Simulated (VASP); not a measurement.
Write the native input for VASP 6.6.1 that does the following.

```
Task                   : single point
Functional             : PBE
Dispersion             : D3(BJ)
Potentials or basis    : VASP PAW PBE potentials, release 64 (C)
Cutoff                 : 520 eV
k mesh                 : 16 × 16 × 4
Occupations            : fermi-dirac, width 0.05 eV
Spin                   : no spin polarisation
Further INCAR settings : ALGO = Fast; EDIFF = 1e-06
```

The structure of C lies in POSCAR:

```
C
1.0
    2.4610000000      0.0000000000      0.0000000000
   -1.2305000000      2.1312885187      0.0000000000
    0.0000000000      0.0000000000      6.1713600000
C
4
Direct
    0.0000000000      0.0000000000      0.2500000000
    0.3333333333      0.6666666667      0.2500000000
    0.0000000000      0.0000000000      0.7500000000
    0.6666666667      0.3333333333      0.7500000000
```

The cell was built by a generator and needn't be a form met in nature.

These files were run (other wordings do the same):

INCAR

```
ALGO = Fast
EDIFF = 1E-6
ENCUT = 520
GGA = PE
ISIF = 2
ISMEAR = -1
IVDW = 12
LASPH = True
LCHARG = False
LREAL = False
LWAVE = False
NELM = 60
PREC = Accurate
SIGMA = 0.05
```

KPOINTS

```
k-points
0
Gamma
  16 16 4
```

Potentials or basis: VASP PAW PBE potentials, release 64 (C).

The run is started by

```console
$ cat potpaw_PBE.64/C/POTCAR > POTCAR
$ mpirun -np 1 vasp_std > vasp.out
```

It gave:

The pressure is 3.5 GPa, the band gap on the k mesh is 0.28 eV, direct and the dispersion energy per atom is -0.172 eV.

It took 21 s on 1 thread of Intel(R) Xeon(R) 6975P-C (Granite Rapids), on a shared host, peak memory 0.16 GiB.
